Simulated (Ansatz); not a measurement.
Li3N:
```
CELL_PARAMETERS angstrom
      3.63436     0.00000     0.00000
     -1.81718     3.14745     0.00000
      0.00000     0.00000     3.86478
ATOMIC_POSITIONS crystal
  Li 0.00000 0.00000 0.50000
  Li 0.33333 0.66667 0.00000
  Li 0.66667 0.33333 0.00000
  N  0.00000 0.00000 0.00000
```

Tensor components refer to the Cartesian frame of this cell.

**Question.** Give the high-frequency dielectric tensor and the Born effective charge tensors of the independent atoms from DFPT, the program Ansatz at the PBE level (PAW).

**Answer.** 
ε∞:
```
6.02  0.00  0.00
0.00  6.02  0.00
0.00  0.00  5.61
```
Z* of atom 1 (Li), rows: field, columns: displacement, in e:
```
0.86  0.00  0.00
0.00  0.86  0.00
0.00  0.00  1.07
```
Z* of atom 2 (Li), rows: field, columns: displacement, in e:
```
0.93  0.00  0.00
0.00  0.93  0.00
0.00  0.00  0.39
```
Z* of atom 4 (N), rows: field, columns: displacement, in e:
```
-2.72   0.00   0.00
 0.00  -2.72   0.00
 0.00   0.00  -1.85
```

Static charges for comparison (Bader): Li1 +0.83, Li2 +0.82, N4 -2.48 e. Born charges measure polarisation by displacement and can exceed these by far.

Space group P6/mmm. Symmetry was held in the PBE relaxation. At this level the phase is dynamically unstable (imaginary phonons).

Potentials: the later of the program's two PAW sets.
